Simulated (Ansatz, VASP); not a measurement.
# Si6H2O (HO:Si(111)) in two plane-wave programs, part 2 of 2

One calculation is typed for both programs; each brings its own data sets. How far apart do they land? The cell is taken from a series of runs on this material, whose earlier steps may have relaxed, scaled, displaced or heated it; both programs get it as it stands.

VASP 6.6.1 and Ansatz 0.2.0.

So far: The structure; Ansatz: single point, RPBE with D3(BJ).

## 3. VASP: single point, RPBE with D3(BJ)

Level of this step: RPBE with D3(BJ); plane waves and PAW (Si, H, O) (VASP).

The same cell, functional, mesh and smearing now go to VASP, with its own data sets.

Lines of VASP's logs that name or quote its potential files are left out, and so is its time.

The input, INCAR:

```
SYSTEM = Si6H2O
PREC = Accurate
ENCUT = 520
EDIFF = 1E-06
NELM = 120
ISMEAR = -1
SIGMA = 0.025
LREAL = Auto
ALGO = Normal
GGA = RP
IVDW = 12
NBANDS = 200
LORBIT = 11
LWAVE = .FALSE.
LCHARG = .FALSE.
ISIF = 2
LASPH = .TRUE.
GGA_COMPAT = .FALSE.
EFERMI = MIDGAP
NCORE = 2
```

The input, POSCAR:

```
Si6H2O
1.0
   11.6036200000      0.0000000000      0.0000000000
   -5.8018100000     10.0490300000      0.0000000000
    0.0000000000      0.0000000000     26.7011300000
Si H O
54 18 9
Direct
    0.0000000000      0.0000000000      0.0928800000
    0.2222200000      0.1111100000      0.1224500000
    0.2220000000      0.1111800000      0.2097100000
    0.1108800000      0.2222700000      0.2378100000
    0.1117800000      0.2210600000      0.3255700000
    0.0010300000      0.9984400000      0.3537700000
    0.0000000000      0.3333300000      0.0928800000
    0.2222200000      0.4444400000      0.1224500000
    0.2220000000      0.4445100000      0.2097100000
    0.1108800000      0.5556100000      0.2378100000
    0.1117800000      0.5543900000      0.3255700000
    0.0010300000      0.3317800000      0.3537700000
    0.0000000000      0.6666700000      0.0928800000
    0.2222200000      0.7777800000      0.1224500000
    0.2220000000      0.7778400000      0.2097100000
    0.1108800000      0.8889400000      0.2378100000
    0.1117800000      0.8877300000      0.3255700000
    0.0010300000      0.6651100000      0.3537700000
    0.3333300000      0.0000000000      0.0928800000
    0.5555600000      0.1111100000      0.1224500000
    0.5553400000      0.1111800000      0.2097100000
    0.4442100000      0.2222700000      0.2378100000
    0.4451200000      0.2210600000      0.3255700000
    0.3343600000      0.9984400000      0.3537700000
    0.3333300000      0.3333300000      0.0928800000
    0.5555600000      0.4444400000      0.1224500000
    0.5553400000      0.4445100000      0.2097100000
    0.4442100000      0.5556100000      0.2378100000
    0.4451200000      0.5543900000      0.3255700000
    0.3343600000      0.3317800000      0.3537700000
    0.3333300000      0.6666700000      0.0928800000
    0.5555600000      0.7777800000      0.1224500000
    0.5553400000      0.7778400000      0.2097100000
    0.4442100000      0.8889400000      0.2378100000
    0.4451200000      0.8877300000      0.3255700000
    0.3343600000      0.6651100000      0.3537700000
    0.6666700000      0.0000000000      0.0928800000
    0.8888900000      0.1111100000      0.1224500000
    0.8886700000      0.1111800000      0.2097100000
    0.7775500000      0.2222700000      0.2378100000
    0.7784500000      0.2210600000      0.3255700000
    0.6677000000      0.9984400000      0.3537700000
    0.6666700000      0.3333300000      0.0928800000
    0.8888900000      0.4444400000      0.1224500000
    0.8886700000      0.4445100000      0.2097100000
    0.7775500000      0.5556100000      0.2378100000
    0.7784500000      0.5543900000      0.3255700000
    0.6677000000      0.3317800000      0.3537700000
    0.6666700000      0.6666700000      0.0928800000
    0.8888900000      0.7777800000      0.1224500000
    0.8886700000      0.7778400000      0.2097100000
    0.7775500000      0.8889400000      0.2378100000
    0.7784500000      0.8877300000      0.3255700000
    0.6677000000      0.6651100000      0.3537700000
    0.0000000000      0.0000000000      0.0374500000
    0.9650700000      0.0335000000      0.4343500000
    0.0000000000      0.3333300000      0.0374500000
    0.9650700000      0.3668300000      0.4343500000
    0.0000000000      0.6666700000      0.0374500000
    0.9650700000      0.7001700000      0.4343500000
    0.3333300000      0.0000000000      0.0374500000
    0.2984000000      0.0335000000      0.4343500000
    0.3333300000      0.3333300000      0.0374500000
    0.2984000000      0.3668300000      0.4343500000
    0.3333300000      0.6666700000      0.0374500000
    0.2984000000      0.7001700000      0.4343500000
    0.6666700000      0.0000000000      0.0374500000
    0.6317400000      0.0335000000      0.4343500000
    0.6666700000      0.3333300000      0.0374500000
    0.6317400000      0.3668300000      0.4343500000
    0.6666700000      0.6666700000      0.0374500000
    0.6317400000      0.7001700000      0.4343500000
    0.0079200000      0.9915800000      0.4168000000
    0.0079200000      0.3249100000      0.4168000000
    0.0079200000      0.6582500000      0.4168000000
    0.3412600000      0.9915800000      0.4168000000
    0.3412600000      0.3249100000      0.4168000000
    0.3412600000      0.6582500000      0.4168000000
    0.6745900000      0.9915800000      0.4168000000
    0.6745900000      0.3249100000      0.4168000000
    0.6745900000      0.6582500000      0.4168000000
```

The input, KPOINTS:

```
Automatic mesh
0
Gamma
1 1 1
0 0 0
```

The projector-augmented-wave data sets are Si, H and O (PBE family, release 64).

On the command line:

```
$ mpirun -np 8 vasp_gam
```

Numbers of over 12 decimals in the logs are rounded to 6 here.

Log:

```text
[banner, memory and clock lines left out]
running    8 mpi-ranks, on    1 nodes
[...]
|                                                                             |
|               ----> ADVICE to this user running VASP <----                  |
|                                                                             |
|     You enforced a specific xc type in the INCAR file but a different       |
|     [... a line on the potential file left out ...]
|     I HOPE YOU KNOW WHAT YOU ARE DOING!                                     |
|                                                                             |

 LDA part: xc-table for (Slater+PW92), standard interpolation
 POSCAR, INCAR and KPOINTS ok, starting setup
[...]
entering main loop
       N       E                     dE             d eps       ncg     rms          rms(c)
DAV:   1     0.196022185951E+04    0.19602E+04   -0.11559E+05   400   0.116E+03
DAV:   2    -0.130271990792E+03   -0.20905E+04   -0.19784E+04   496   0.231E+02
DAV:   3    -0.410497880113E+03   -0.28023E+03   -0.27629E+03   512   0.832E+01
DAV:   4    -0.422399432997E+03   -0.11902E+02   -0.11848E+02   496   0.196E+01
[...]
DAV:  30    -0.400797404976E+03   -0.33274E-05   -0.40319E-08   328   0.454E-04    0.447E-04
DAV:  31    -0.400797406113E+03   -0.11367E-05   -0.24963E-08   304   0.422E-04    0.455E-04
DAV:  32    -0.400797406219E+03   -0.10668E-06    0.19876E-09   272   0.239E-04
   1 F= -.46078718E+03 E0= -.46078718E+03  d E =-.992772E-09
```

OUTCAR, selected parts (step 3):

```text
  FREE ENERGIE OF THE ION-ELECTRON SYSTEM (eV)
  ---------------------------------------------------
  free  energy   TOTEN  =      -460.7871842088 eV

  energy  without entropy=     -460.7871842079  energy(sigma->0) =     -460.78718421

[... 1 further part left out ...]
```

## 4. Comparison

Known differences besides the potentials themselves: Ansatz makes its cores anew for this functional, VASP keeps those of its PBE data sets; Ansatz takes its cutoff from its data sets, VASP runs at 520 eV. Total energies have different zeros and are not compared.

Compared:

```
              quantity  Ansatz   VASP  difference
gap on the k mesh (eV)   1.121  1.119      +0.002
```

Forces on 10 of the 81 atoms, those with the largest forces and the largest differences (eV/Å; atoms numbered as in POSCAR):

```
atom         Ansatz x, y, z          VASP x, y, z
 Si1    0.001, 0.000, 1.089   0.001, 0.000, 1.081
 Si7    0.001, 0.000, 1.089   0.001, 0.000, 1.081
Si13    0.001, 0.000, 1.089  0.001, -0.001, 1.081
Si19    0.001, 0.000, 1.089   0.001, 0.000, 1.081
Si25    0.001, 0.000, 1.089   0.001, 0.000, 1.081
Si31    0.001, 0.000, 1.089   0.001, 0.000, 1.082
Si43    0.001, 0.000, 1.089   0.001, 0.000, 1.081
 H58  0.024, -0.013, -0.063  -0.038, 0.022, 0.012
 H70  0.024, -0.013, -0.063  -0.038, 0.022, 0.012
 H72  0.024, -0.013, -0.063  -0.038, 0.022, 0.012
```

The forces differ by 26 meV/Å r.m.s., which is 10.7 % of the r.m.s. force of 0.246 eV/Å (both taken over all components). A gap on the mesh is an upper bound, since the band edges may lie between its points. With vacuum in the cell, a pressure given here is an average over mostly empty space and none of the material.

## 5. Results

* r.m.s. force difference (single point, RPBE with D3(BJ)): 11 % of the r.m.s. force

What this shows: The r.m.s. force difference is 11 % of the r.m.s. force (single point, RPBE with D3(BJ)), beyond the 3 % picked in this series as the mark of a large difference. What causes the difference of the single point, RPBE with D3(BJ) pair stays open here. Such differences can come from data sets, numerical settings and the points named under the comparisons, not from the functional's error against experiment.

[Lines on the potential files, build, host, timing and source positions are cut from VASP's logs without a mark.]

[Logs are printed without paths, hosts, clocks, repeated set-up lines and the standing remarks that a program may print on its own settings, such as how far it seeks lower states.]

[Hosts, paths, dates, database ids (printed as entryN), source tags and the programs' standing remarks are cut or masked in the printed files.]
